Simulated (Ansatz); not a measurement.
SnO2:

```
Sn O
1.0
     3.23058    0.00000    0.00000
    -1.61529    2.79776    0.00000
     0.00000    0.00000   10.79056
Sn O
2 4
Direct
  0.00000 0.00000 0.00000
  0.00000 0.00000 0.50000
  0.33333 0.66667 0.90586
  0.33333 0.66667 0.59414
  0.66667 0.33333 0.09414
  0.66667 0.33333 0.40586
```

Measurements of this composition are mostly on another form, of space group No. 136.

Below is the output of Ansatz 0.2.0 for this cell. Logs are shortened: lines on timing, memory, paths and dates and some standing lists are left out, and cuts for length are marked.

```text
Warning: RAYON_NUM_THREADS=2 ignored (pool sized by the plan → 2); use --threads N
scf.n_extra_bands = 15 over 26 filled bands (N_el = 52.0): the run solves 41 bands
Engine: ansatz 0.2.0, aarch64-unknown-linux-gnu
Pseudopotentials: kind: paw
Pseudopotential: Sn, paw, valence charge 14, recommended cutoff 500 eV (meta_gga), Sn.paw.azcp
Pseudopotential: O, paw, valence charge 6, recommended cutoff 500 eV (meta_gga), O.paw.azcp
Functional definition: r2SCAN
  parameter k0 = 0.174
  parameter k1 = 0.065
  parameter a1 = 4.9479
  exchange = r2scan_x(k0 = k0, k1 = k1, a1 = a1)
  correlation = r2scan_c
Crystal: 6 atoms, lattice volume = 97.529 Å³
Basis set: ecut = 500 eV, 2445 PW (Γ), exchange–correlation on 96×96×320 points (64 copies of the dense FFT grid, shifted against one another)
Bands: 41, of which v1, the nominal top of the filled ones, is band 26 counted from 1 (25 counted from 0)
Symmetry: 24 space group operations
Space group: P63/mmc (ITA 194), of the structure as read, at distance tolerance 4.6e-5 Å
k-points: 24 of 243
Non-local potential: Sn, projectors of the file, l = 0: 2, l = 1: 2, l = 2: 2, l = 3: 2
Non-local potential: O, projectors of the file, l = 0: 2, l = 1: 2, l = 2: 1
PAW form: soft (Blöchl's): semilocal exchange-correlation on the pseudo side does not see the compensation charge
PAW frozen core: Sn, regenerated for the run's functional (the file was generated under x = pbe(κ = 0.804, μ = 0.2195149727645171), c = pbe(β = 0.06672455060314922))
PAW frozen core: O, regenerated for the run's functional (the file was generated under x = pbe(κ = 0.804, μ = 0.2195149727645171), c = pbe(β = 0.06672455060314922))
PAW one-centre angular grid: Sn, 590 points (default); XC on 249 of its mesh's 2787 points in the sphere
[... 19 lines left out ...]
E sigma→0 (E₀):  -14350.917599 eV
Fermi energy:    5.551880 eV
--- Per-component energies (eV) ---
  E_band       = -385.976938
  E_kinetic    = 1077.143167
  E_local      = -4924.291575  (includes V_loc(G=0)·N_el)
  E_nonlocal   = 129.494908
  E_hartree    = 2411.623992
  E_xc         = -1034.825739
  E_vxc        = -622.329514  (∫ρ·V_xc dr)
  E_paw        = -8980.631711  (= ΣΔE_a)
  E_vpaw       = -909.540820  (= ΣTr[D̂ρ^β])
  E_aug_tail   = 0.003896  (compensation charges beyond the density's cutoff)
  E_vtau       = 40.289694  (kinetic-family band-sum trace: ∫τ·v_τ [+ j·A + Jᵃ·Aᵃ] dr)
  E_ewald      = -3030.777412
  E_core_change = 1.342876  (= ΣΔE_core)
  E_smearing   = -0.000000  (= −TS)
  E_closure    = -0.000000  (closes the sum)
  Σ components = -14350.917599   (vs F -14350.917599, Δ=0.00e0)
--- Forces (eV/Å), atoms counted from 1 ---
  atom   1  Sn    -0.00000000    -0.00000000    -0.00000000
  atom   2  Sn    -0.00000000     0.00000000     0.00000000
  atom   3  O      0.00000000     0.00000000     0.63056330
  atom   4  O      0.00000000     0.00000000    -0.63056330
  atom   5  O     -0.00000000    -0.00000000    -0.63056330
  atom   6  O     -0.00000000    -0.00000000     0.63056330
  max |Σ_I F_I| component: 2.22e-16 eV/Å
--- Stress (GPa, compression-positive) ---
       -7.184767       0.000000       0.000000
        0.000000      -7.184767       0.000000
        0.000000       0.000000      -3.913110
  P = ⅓ Tr σ = -6.0942 GPa (-60.942 kbar)
--- Band table (eV; the first three rows and the last of 24) ---
  k-point 0: bands = ["-16.4855", "-16.4843", "-16.2377", "-16.2377", "-16.2376", "-16.2376", "-16.0511", "-16.0511", "-16.0511", "-16.0511", "-14.6102", "-14.5835", "-13.0621", "-13.0203", "0.3488", "0.6105", "2.8488", "2.8488", "2.8718", "2.8718", "3.1626", "3.2801", "3.2801", "3.3038", "3.3038", "3.7642", "6.7628", "7.4863", "10.2177", "10.6521", "14.8416", "15.0644", "16.1845", "16.1845", "16.2486", "16.2486", "20.9845", "21.6440", "22.1789", "22.1789", "22.3317"]
  k-point 1: bands = ["-16.4852", "-16.4846", "-16.2377", "-16.2377", "-16.2376", "-16.2376", "-16.0511", "-16.0511", "-16.0511", "-16.0511", "-14.6037", "-14.5903", "-13.0515", "-13.0306", "0.4082", "0.5383", "2.8543", "2.8543", "2.8658", "2.8658", "3.2863", "3.2863", "3.2981", "3.2981", "3.3079", "3.6059", "6.9478", "7.3061", "10.3342", "10.5497", "14.9030", "15.0144", "16.2003", "16.2003", "16.2323", "16.2323", "21.1197", "21.4490", "22.2606", "22.2606", "22.4359"]
  k-point 2: bands = ["-16.4444", "-16.4434", "-16.3444", "-16.3435", "-16.2124", "-16.2124", "-16.0770", "-16.0768", "-16.0520", "-16.0520", "-14.5352", "-14.5086", "-12.8576", "-12.8174", "0.1459", "0.3263", "2.1901", "2.3416", "2.5383", "2.5610", "2.8839", "3.0944", "3.4183", "3.4444", "3.5121", "3.9358", "7.4208", "8.0068", "10.6281", "11.1288", "14.3743", "15.2610", "15.5404", "16.0580", "16.4559", "16.5117", "19.9463", "20.0318", "20.9529", "22.3104", "22.7083"]
  k-point 23: bands = ["-16.7469", "-16.7469", "-16.7443", "-16.7443", "-16.0726", "-16.0726", "-16.0726", "-16.0726", "-16.0525", "-16.0524", "-12.4055", "-12.4055", "-12.3806", "-12.3806", "-2.2133", "-2.1951", "0.4773", "0.4773", "0.5339", "0.5339", "1.4710", "1.5164", "3.7415", "3.7415", "3.9758", "3.9758", "10.8951", "10.9043", "14.3374", "14.7189", "15.0493", "15.0493", "15.2541", "15.2541", "16.7548", "16.7548", "17.0427", "18.5038", "19.5712", "19.5712", "21.6888"]
```

Question: What input gives this log?

Answer: Band structure with r2SCAN, no spin polarisation. The files as run (others can give the same):

input.yaml
```yaml
crystal:
  lattice:
    - [3.2305756168, 0.0, 0.0]
    - [-1.6152878084, 2.797760553, 0.0]
    - [0.0, 0.0, 10.790562]
  atoms:
    - { symbol: Sn, position: [0.0, 0.0, 0.0] }
    - { symbol: Sn, position: [0.0, 0.0, 0.5] }
    - { symbol: O, position: [0.3333333333, 0.6666666667, 0.905862] }
    - { symbol: O, position: [0.3333333333, 0.6666666667, 0.594138] }
    - { symbol: O, position: [0.6666666667, 0.3333333333, 0.094138] }
    - { symbol: O, position: [0.6666666667, 0.3333333333, 0.405862] }
hamiltonian:
  xc: r2scan
  pseudopotentials: { kind: paw }
kpoints:
  mp_grid: { grid: [9, 9, 3] }
  band_path:
    path:
      - [[0.0, 0.0, 0.0], [0.5, 0.0, 0.0], [0.3333333333, 0.3333333333, 0.0], [0.0, 0.0, 0.0], [0.0, 0.0, 0.5], [0.5, 0.0, 0.5], [0.3333333333, 0.3333333333, 0.5], [0.0, 0.0, 0.5]]
      - [[0.5, 0.0, 0.5], [0.5, 0.0, 0.0]]
      - [[0.3333333333, 0.3333333333, 0.0], [0.3333333333, 0.3333333333, 0.5]]
    npoints: 14
scf:
  occupations: { method: fermi_dirac, width: 0.05 }
  n_extra_bands: 15
output:
  forces: true
  stress: true
  eigenvalues: true
  fatbands: false
```

Potentials or basis: Ansatz PAW.
Launch:
```console
$ ansatz run input.yaml --threads 2 --pin off --max-ram 5632MiB --backend cpu --events-out ev --progress --plain --runs-dir out
```

Caveat: spin-orbit coupling is left out, which moves the levels of the heavy elements; the PAW data sets come from PBE, with cores solved anew for the run's functional, which leaves a small shift of forces and pressure.
